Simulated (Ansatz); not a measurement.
# CdTe: further runs on a relaxed guess

Aim: for this structure of CdTe, compute bands, density of states and charges.

Method: DFT PBE, scalar-relativistic, plane waves, PAW, in Ansatz 0.2.0.

## Step 1: The structure to begin with

It takes space group P4_2/mnm (No. 136, tetragonal). The conventional cell has a = 8.075 Å, b = 8.075 Å, c = 4.693 Å, α = 90.00°, β = 90.00°, γ = 90.00°. Cd (site symmetry m2m) is surrounded by 4 Te at 2.85 to 2.90 Å. Te (site symmetry m2m) is surrounded by 4 Cd at 2.85 to 2.90 Å.

Coordinates:

```cif
data_structure
_symmetry_space_group_name_H-M 'P4_2/mnm'
_symmetry_Int_Tables_number 136
_cell_length_a 8.0747
_cell_length_b 8.0747
_cell_length_c 4.6932
_cell_angle_alpha 90.000
_cell_angle_beta 90.000
_cell_angle_gamma 90.000
_cell_volume 306.01
loop_
_atom_site_label
_atom_site_type_symbol
_atom_site_symmetry_multiplicity
_atom_site_Wyckoff_symbol
_atom_site_fract_x
_atom_site_fract_y
_atom_site_fract_z
_atom_site_occupancy
Cd1 Cd 4 f 0.67574 0.67574 0.00000 1
Te1 Te 4 g 0.81662 0.81662 0.50000 1
```

The cell was relaxed beforehand at this level, from a generated guess; it is a trial structure. At a tolerance of 0.02 Å it has space group P4_2/mnm (No. 136); it has 38.25 Å³/atom, an uncorrected energy of -0.43 eV/atom over the elements.

## Step 2: Electronic structure at the relaxed geometry

input.yaml reads:

```yaml
crystal:
  lattice:
    - [8.0747393035, 0.0, 0.0]
    - [0.0, 8.0747393035, 0.0]
    - [0.0, 0.0, 4.6932328733]
  atoms:
    - { symbol: Cd, position: [0.6757379681, 0.6757379681, 0.0] }
    - { symbol: Cd, position: [0.1757379681, 0.8242620319, 0.5] }
    - { symbol: Cd, position: [0.8242620319, 0.1757379681, 0.5] }
    - { symbol: Cd, position: [0.3242620319, 0.3242620319, 0.0] }
    - { symbol: Te, position: [0.8166233686, 0.8166233686, 0.5] }
    - { symbol: Te, position: [0.1833766314, 0.1833766314, 0.5] }
    - { symbol: Te, position: [0.6833766314, 0.3166233686, 0.0] }
    - { symbol: Te, position: [0.3166233686, 0.6833766314, 0.0] }
basis:
  ecutwfc: 420
kpoints:
  mp_grid: { grid: [4, 4, 6] }
  band_path:
    path:
      - [[0.0, 0.0, 0.0], [0.0, 0.5, 0.0], [0.5, 0.5, 0.0], [0.0, 0.0, 0.0], [0.0, 0.0, 0.5], [0.0, 0.5, 0.5], [0.5, 0.5, 0.5], [0.0, 0.0, 0.5]]
      - [[0.0, 0.5, 0.0], [0.0, 0.5, 0.5]]
      - [[0.5, 0.5, 0.0], [0.5, 0.5, 0.5]]
    npoints: 14
hamiltonian:
  xc: pbe
scf:
  occupations: { method: gaussian, width: 0.02 }
  n_extra_bands: 20
output:
  forces: true
  stress: true
  eigenvalues: true
  populations: true
  dos: { projected: true, de: 0.02, nscf_kmesh: { grid: [6, 6, 9] } }
  bader: true
  write_density: true
  write_potential: true
  elf: true
  volumetric_format: npy
```

Launch:

```bash
$ ansatz run input.yaml --threads 1 --pin off --max-ram 2560MiB --backend cpu --events-out ev --progress --plain --runs-dir out
```

The log of the run:

```text
Warning: RAYON_NUM_THREADS=1 ignored (pool sized by the plan → 1); use --threads N
scf.n_extra_bands = 20 over 72 filled bands (N_el = 144.0): the run solves 92 bands
Engine: ansatz 0.2.0, x86_64-unknown-linux-gnu
Pseudopotentials: kind: paw
Pseudopotential: Cd, paw, valence charge 20, recommended cutoff 420 eV (normal), Cd.paw.azcp
Pseudopotential: Te, paw, valence charge 16, recommended cutoff 420 eV (normal), Te.paw.azcp
Functional definition: PBE
  parameter kappa = 0.804
  parameter beta = 0.06672455060314922
  exchange = pbe_x(kappa = kappa, mu = beta*pi^2/3)
  correlation = pbe_c(beta = beta)
Crystal: 8 atoms, lattice volume = 306.005 Å³
Basis set: ecut = 420 eV, 6015 PW (Γ), exchange–correlation on 108×108×64 points (8 copies of the dense FFT grid, shifted against one another)
Bands: 92, of which v1, the nominal top of the filled ones, is band 72 counted from 1 (71 counted from 0)
Symmetry: 16 space group operations
Space group: P42/mnm (ITA 136), of the structure as read, at distance tolerance 6.7e-5 Å
k-points: 24 of 96
Non-local potential: Cd, projectors of the file, l = 0: 3, l = 1: 2, l = 2: 2, l = 3: 1
Non-local potential: Te, projectors of the file, l = 0: 2, l = 1: 2, l = 2: 2, l = 3: 2
PAW form: soft (Blöchl's): semilocal exchange-correlation on the pseudo side does not see the compensation charge
PAW one-centre angular grid: Cd, 590 points (default); XC on 64 Gauss nodes
PAW one-centre angular grid: Te, 590 points (default); XC on 64 Gauss nodes
Initial density: superposition of atomic densities (neutral atoms: chi_scale 0, normalization atom), corrected by the library's trained network
Initial wavefunctions: pseudopotential atomic-orbital guess
Functional: x = pbe(κ = 0.804, μ = 0.2195149727645171), c = pbe(β = 0.06672455060314922)
SCF iter   1: F=—  HF=-60941.061578 eV  |F-HF|=—  |Δ(HF+E_count)|=         —  Δρ=1.35e-3  dr2=1.40e-2  ethr=1.77e-3  ⟨swp⟩=7.0  Hψ=8906  notcnv=0  defer=116
preconditioner: auto → Resta (q_TF=auto, 2.406 Å⁻¹)  ε∞=3.4  [insulator: Δε(μ)=0.678 eV  Ē_g=11.745 eV  σ=0.020 eV  W_gap=1.00  n_scr=70 (ndim 8)  ℏωp=18.0 eV  f_vac=0.246  D(μ)=0.00/eV (n_scr^D=0)  ε∞_Penn≈3.4]
SCF iter   2: F=—  HF=-60941.059708 eV  |F-HF|=—  |Δ(HF+E_count)|=   1.87e-3  Δρ=7.80e-4  dr2=4.02e-3  ethr=9.75e-6  ⟨swp⟩=2.2  Hψ=3541  notcnv=0  defer=361
SCF iter   3: F=—  HF=-60941.059538 eV  |F-HF|=—  |Δ(HF+E_count)|=   1.70e-4  Δρ=3.67e-4  dr2=3.06e-4  ethr=2.79e-6  ⟨swp⟩=2.0  Hψ=2830  notcnv=0  defer=361
SCF iter   4: F=—  HF=-60941.059513 eV  |F-HF|=—  |Δ(HF+E_count)|=   2.56e-5  Δρ=9.90e-5  dr2=5.72e-5  ethr=2.12e-7  ⟨swp⟩=2.0  Hψ=3380  notcnv=0  defer=361
SCF iter   5: F=—  HF=-60941.059670 eV  |F-HF|=—  |Δ(HF+E_count)|=   1.58e-4  Δρ=3.75e-5  dr2=1.07e-5  ethr=3.97e-8  ⟨swp⟩=2.0  Hψ=2711  notcnv=0  defer=361
SCF iter   6: F=—  HF=-60941.059679 eV  |F-HF|=—  |Δ(HF+E_count)|=   8.56e-6  Δρ=1.09e-5  dr2=6.36e-7  ethr=7.46e-9  ⟨swp⟩=2.0  Hψ=2711  notcnv=0  defer=361
SCF iter   7: F=-60941.059680 eV  HF=-60941.059680 eV  |F-HF|=1.16e-7  |Δ(HF+E_count)|=   1.16e-6  Δρ=4.39e-6  dr2=8.18e-8  ethr=6.94e-11  ⟨swp⟩=17.8  Hψ=17772  notcnv=0
SCF 1 converged in 7 iterations: F = -60941.059680 eV  dr2 = 8.18e-8
NSCF: frozen V_eff on 129 k-points
NSCF: frozen V_eff on 50 k-points
SCF converged after 7 iterations
Free energy (F): -60941.059680 eV
Harris-Foulkes:  -60941.059680 eV  (|F-HF|=1.16e-7)
Internal energy: -60941.059680 eV  (E = F + TS)
E sigma→0 (E₀):  -60941.059680 eV
Fermi energy:    6.273358 eV
--- Per-component energies (eV) ---
  E_band       = -3348.267878
  E_kinetic    = 2738.176305
  E_local      = -23363.344710  (includes V_loc(G=0)·N_el)
  E_nonlocal   = -1106.836827
  E_hartree    = 11683.583983
  E_xc         = -1201.549360
  E_vxc        = -1299.503182  (∫ρ·V_xc dr)
  E_paw        = -34984.343894  (= ΣΔE_a)
  E_vpaw       = -3683.936647  (= ΣTr[D̂ρ^β])
  E_aug_tail   = -0.000664  (compensation charges beyond the density's cutoff)
  E_ewald      = -14706.744513
  E_smearing   = -0.000000  (= −TS)
  E_closure    = 0.000000  (closes the sum)
  Σ components = -60941.059680   (vs F -60941.059680, Δ=0.00e0)
--- Forces (eV/Å), atoms counted from 1 ---
  atom   1  Cd     0.00177800     0.00177800     0.00000000
  atom   2  Cd     0.00177800    -0.00177800     0.00000000
  atom   3  Cd    -0.00177800     0.00177800     0.00000000
  atom   4  Cd    -0.00177800    -0.00177800     0.00000000
  atom   5  Te    -0.00447331    -0.00447331     0.00000000
  atom   6  Te     0.00447331     0.00447331     0.00000000
  atom   7  Te     0.00447331    -0.00447331     0.00000000
  atom   8  Te    -0.00447331     0.00447331     0.00000000
  max |Σ_I F_I| component: 8.67e-19 eV/Å
--- Stress (GPa, compression-positive) ---
       -0.017888       0.000000       0.000000
        0.000000      -0.017888       0.000000
        0.000000       0.000000      -0.042949
  P = ⅓ Tr σ = -0.0262 GPa (-0.262 kbar)
--- Band table (eV; the first three rows and the last of 24) ---
  k-point 0: bands = ["-96.0070", "-96.0070", "-96.0070", "-96.0070", "-57.0713", "-57.0713", "-57.0713", "-57.0713", "-57.0696", "-57.0696", "-57.0694", "-57.0694", "-57.0679", "-57.0679", "-57.0679", "-57.0678", "-29.8944", "-29.8944", "-29.8942", "-29.8942", "-29.8915", "-29.8912", "-29.8905", "-29.8905", "-29.8710", "-29.8710", "-29.8709", "-29.8707", "-29.8616", "-29.8615", "-29.8615", "-29.8613", "-29.8583", "-29.8582", "-29.8579", "-29.8579", "-4.8214", "-4.4751", "-4.4751", "-4.4126", "-2.1400", "-2.1160", "-2.0857", "-2.0857", "-2.0567", "-2.0567", "-2.0389", "-2.0194", "-1.9571", "-1.9442", "-1.9061", "-1.8934", "-1.8775", "-1.8775", "-1.8699", "-1.8699", "-1.8612", "-1.5684", "-1.5684", "-1.5622", "1.5068", "2.7507", "2.7507", "3.4068", "4.3407", "4.3672", "5.2586", "5.2586", "5.7544", "5.9044", "5.9201", "5.9201", "6.6263", "8.0105", "8.0105", "8.2480", "10.1801", "10.7556", "10.7556", "10.7978", "11.0477", "11.7636", "11.9563", "11.9563", "12.5062", "12.5062", "12.6817", "12.8005", "13.0516", "13.2607", "13.4630", "14.1634"]
  k-point 1: bands = ["-96.0070", "-96.0070", "-96.0070", "-96.0070", "-57.0713", "-57.0713", "-57.0713", "-57.0713", "-57.0696", "-57.0696", "-57.0694", "-57.0694", "-57.0679", "-57.0679", "-57.0679", "-57.0678", "-29.8945", "-29.8944", "-29.8942", "-29.8942", "-29.8914", "-29.8912", "-29.8904", "-29.8904", "-29.8710", "-29.8710", "-29.8708", "-29.8707", "-29.8616", "-29.8615", "-29.8615", "-29.8614", "-29.8582", "-29.8582", "-29.8579", "-29.8579", "-4.7646", "-4.4484", "-4.4484", "-4.4132", "-2.1222", "-2.0778", "-2.0697", "-2.0697", "-2.0432", "-2.0432", "-2.0319", "-2.0133", "-1.9577", "-1.9492", "-1.8974", "-1.8962", "-1.8919", "-1.8919", "-1.8712", "-1.8603", "-1.8603", "-1.5369", "-1.5345", "-1.5345", "1.6270", "2.7202", "2.7202", "3.5634", "3.7769", "4.2090", "4.6923", "4.7245", "4.7245", "5.6196", "5.7690", "5.7690", "7.7421", "8.5967", "8.5967", "9.1283", "9.4832", "11.1614", "11.2187", "11.2187", "11.2992", "11.7332", "11.7332", "12.1871", "12.3067", "12.3067", "12.3252", "12.3860", "12.5728", "12.8755", "14.1843", "14.7996"]
  k-point 2: bands = ["-96.0070", "-96.0070", "-96.0070", "-96.0070", "-57.0714", "-57.0713", "-57.0713", "-57.0713", "-57.0696", "-57.0696", "-57.0694", "-57.0694", "-57.0679", "-57.0679", "-57.0679", "-57.0678", "-29.8946", "-29.8946", "-29.8943", "-29.8943", "-29.8913", "-29.8911", "-29.8903", "-29.8903", "-29.8710", "-29.8710", "-29.8708", "-29.8707", "-29.8616", "-29.8615", "-29.8615", "-29.8615", "-29.8581", "-29.8581", "-29.8578", "-29.8578", "-4.6315", "-4.4322", "-4.3953", "-4.3953", "-2.0781", "-2.0427", "-2.0427", "-2.0133", "-2.0126", "-2.0126", "-2.0069", "-1.9814", "-1.9648", "-1.9542", "-1.9048", "-1.9048", "-1.9043", "-1.8911", "-1.8531", "-1.8531", "-1.8452", "-1.5383", "-1.4492", "-1.4492", "1.9733", "2.4587", "2.4587", "3.1198", "3.4067", "3.7315", "3.9980", "4.3897", "4.3897", "5.2097", "5.3214", "5.3214", "8.7017", "9.1923", "9.1923", "9.3290", "9.7751", "11.2401", "11.2787", "11.2787", "11.5308", "11.8591", "11.8591", "11.9213", "11.9870", "12.2995", "12.7494", "13.1232", "13.1232", "13.8898", "14.0448", "14.2844"]
  k-point 23: bands = ["-96.0070", "-96.0070", "-96.0070", "-96.0070", "-57.0714", "-57.0714", "-57.0714", "-57.0714", "-57.0696", "-57.0696", "-57.0693", "-57.0693", "-57.0679", "-57.0679", "-57.0678", "-57.0678", "-29.8946", "-29.8946", "-29.8944", "-29.8944", "-29.8911", "-29.8911", "-29.8902", "-29.8902", "-29.8710", "-29.8710", "-29.8708", "-29.8708", "-29.8616", "-29.8616", "-29.8615", "-29.8615", "-29.8581", "-29.8581", "-29.8578", "-29.8578", "-4.4889", "-4.4889", "-4.3714", "-4.3714", "-2.0260", "-2.0260", "-2.0197", "-2.0197", "-2.0086", "-2.0086", "-1.9800", "-1.9800", "-1.9639", "-1.9639", "-1.9244", "-1.9244", "-1.8837", "-1.8837", "-1.8599", "-1.8599", "-1.6491", "-1.6491", "-1.4302", "-1.4302", "1.9396", "1.9396", "2.0783", "2.0783", "4.1816", "4.1816", "4.9012", "4.9012", "4.9482", "4.9482", "4.9900", "4.9900", "7.8463", "7.8463", "8.8540", "8.8540", "9.2294", "9.2294", "10.4878", "10.4878", "12.3251", "12.3251", "12.4807", "12.4807", "12.6314", "12.6314", "13.1574", "13.1574", "15.3470", "15.3470", "15.5008", "15.5008"]
--- Löwdin populations: 8 sites ---
  site symbol       q [e]
     0     Cd     18.8795
     1     Cd     18.8795
     2     Cd     18.8795
     3     Cd     18.8795
     4     Te     16.9162
     5     Te     16.9162
     6     Te     16.9162
     7     Te     16.9162
  spilling = 0.005678 (of n_electrons = 144.000000)
--- Bader charges: 8 sites ---
  site symbol  charge [e]  shift [e]
     0     Cd      0.5373     0.0005
     1     Cd      0.5373     0.0005
     2     Cd      0.5373     0.0005
     3     Cd      0.5373     0.0005
     4     Te     -0.5373     0.0005
     5     Te     -0.5373     0.0005
     6     Te     -0.5373     0.0005
     7     Te     -0.5373     0.0005
  estimated error of the sums over rays = 2.6e-4 e
```

Run time: 7.9 min. Hardware: 1 thread of Intel Xeon at 2.50GHz (Skylake/Cascade Lake), shared host; peak memory 1.9 GiB.

By site:

```
atom  Löwdin electrons  Bader charge (e)  Bader volume (Å³)
 Cd1             18.88             +0.54               26.8
 Cd2             18.88             +0.54               26.8
 Cd3             18.88             +0.54               26.8
 Cd4             18.88             +0.54               26.8
 Te5             16.92             -0.54               46.9
 Te6             16.92             -0.54               46.9
 Te7             16.92             -0.54               46.9
 Te8             16.92             -0.54               46.9
```

The Löwdin counts miss 0.82 of the 144 electrons, which the atomic orbitals do not span, so they are no charges.

From bands.tsv, the levels nearest the gap at the path's corners, in eV from the valence-band top:

```tsv
point	band 69	band 70	band 71	band 72	band 73	band 74	band 75	band 76
Γ	-0.17	-0.02	0.00	0.00	0.71	2.09	2.09	2.33
X	-0.47	-0.47	-0.35	-0.35	2.06	2.06	2.59	2.59
M	-0.72	-0.72	-0.68	-0.68	2.36	2.36	2.87	2.87
Γ	-0.17	-0.02	0.00	0.00	0.71	2.09	2.09	2.33
Z	-1.18	-1.18	-1.17	-1.17	3.29	3.29	3.51	3.51
R	-1.10	-1.10	-0.69	-0.69	2.65	2.65	2.97	2.97
A	-0.97	-0.97	-0.93	-0.93	1.93	1.93	2.93	2.93
Z	-1.18	-1.18	-1.17	-1.17	3.29	3.29	3.51	3.51
X	-0.47	-0.47	-0.35	-0.35	2.06	2.06	2.59	2.59
R	-1.10	-1.10	-0.69	-0.69	2.65	2.65	2.97	2.97
M	-0.72	-0.72	-0.68	-0.68	2.36	2.36	2.87	2.87
A	-0.97	-0.97	-0.93	-0.93	1.93	1.93	2.93	2.93
```

Highest filled and lowest empty level along the path:

```
distance (1/Å)  highest filled (eV)  lowest empty (eV)
          0.00                 0.00               0.71
          0.11                -0.04               1.11
          0.22                -0.14               1.63
          0.33                -0.27               1.97
          0.44                -0.36               2.06
          0.56                -0.45               2.09
          0.67                -0.59               2.24
          0.78                -0.68               2.36
          0.94                -0.43               2.06
          1.09                -0.14               1.69
          1.25                -0.01               0.95
          1.42                -0.03               1.08
          1.62                -0.25               2.16
          1.81                -0.68               2.86
          2.00                -1.17               3.29
          2.11                -1.09               3.17
          2.22                -0.88               2.89
          2.33                -0.72               2.68
          2.44                -0.70               2.61
          2.55                -0.78               2.34
          2.66                -0.90               2.05
          2.78                -0.93               1.93
          2.93                -0.95               2.16
          3.09                -1.01               2.67
          3.25                -1.15               3.19
          3.37                -0.37               2.09
          3.57                -0.59               2.56
          3.76                -0.74               2.73
          3.95                -0.70               2.65
          4.09                -0.70               2.49
          4.28                -0.69               2.72
          4.47                -0.76               2.20
          4.66                -0.93               1.93
```

Counts of states by energy window (eV from the valence-band top), total and by projection:

```csv
from,to,total,Cd 5s,Cd 4d,Te 5p
-8,-7,37.53,0.13,36.13,0.49
-7,-6,0.00,0.00,0.00,0.00
-6,-5,0.00,0.00,0.00,0.00
-5,-4,0.56,0.22,0.01,0.32
-4,-3,5.50,1.98,0.10,3.16
-3,-2,3.43,0.44,0.07,2.68
-2,-1,7.71,0.18,0.17,6.97
-1,0,6.79,0.06,0.19,6.25
0,1,0.00,0.00,0.00,0.00
1,2,0.26,0.14,0.00,0.08
2,3,4.80,2.08,0.01,1.52
3,4,3.96,1.24,0.01,1.07
4,5,6.33,0.24,0.01,0.30
5,6,6.78,0.19,0.01,0.30
```

A further 82 or so states lie below the table's range.

Density in a lattice plane of the grid's cell (edges 8.07 and 8.07 Å, at 0.000 of the third edge), which holds Cd and Te.

Ten even steps from ' ' (0.00 e/Å³) to '@' (20.75 e/Å³):
```
                                                
                                                
                                                
                                                
              ::::..          ..::::            
            ::****--        ..++@@##::          
            ..++++::        ..++@@##::          
              ....            ..::::            
                                                
                                                
                                                
              ::::..            ....            
            ::##@@++..        ::++++..          
            ::##@@++..        --****::          
              ::::..          ..::::            
                                                
                                                
                                                
                                                
                                                
```
Columns run along the first of these edges and rows up along the second, over one cell in 24 and 20 even steps from the bottom left corner. Atoms in the plane (fractional): Cd at (0.68, 0.68), Cd at (0.32, 0.32), Te at (0.68, 0.32), Te at (0.32, 0.68).

ELF in the same plane.

Ten even steps from ' ' (0.00) to '@' (0.82):
```
                                                
        ..::--==++++==::..                      
      ::==**##########**--......::......        
    ..==####********%%%%++::::::--::::....      
    ::**##**==::::==**%%++::--++**++==::....    
    --**##++::    ..++%%++::==##@@%%++--::..    
    --####**::    ::++##++::==##@@%%++--::..    
    --**%%##++==--++**##==..--==++++==::....    
    ::++##%%%%########==::....::::::::::....    
      ::==++++++++==--::..::--==++++++++==::    
      ....::::::::::....::==########%%%%##++::  
      ....::==++++==--..==##**++--==++##%%**--  
      ..::--++%%@@##==::++##++::    ::**####--  
      ..::--++%%@@##==::++%%++..    ::++##**--  
      ....::==++**++--::++%%**==::::==**##**::  
        ....::::--::::::++%%%%********####==..  
          ......::......--**##########**==::    
                        ..::==++++==--::..      
                                                
                                                
```
Columns run along the first of these edges and rows up along the second, over one cell in 24 and 20 even steps from the bottom left corner. Atoms in the plane (fractional): Cd at (0.68, 0.68), Cd at (0.32, 0.32), Te at (0.68, 0.32), Te at (0.32, 0.68).

Both are smooth fields of the valence electrons: close to the nuclei they are not physical.

The highest ELF values outside the cores: 0.73 beside Te, off the lines to its neighbours, 1.3 Å from Te; 0.70 on the Te–Cd line, 1.3 Å from Te.

## Step 3: Summary of results

| quantity | value |
| --- | --- |
| gap | 0.71 eV, direct on the path |
| Bader charges | Cd +0.54, Te -0.54 e |

What this shows: The gap is 0.71 eV, with the valence top at Γ and the conduction bottom at Γ on the path. Of the projected weight, the top eV of the valence band is Te 5p (96 %), and the lowest eV of the conduction band Cd 5s (56 %) and Te 5p (29 %). By Bader's charges (0.5 e at most) the bonding is polar. Spin-orbit coupling is left out, which matters for the bands of Te.
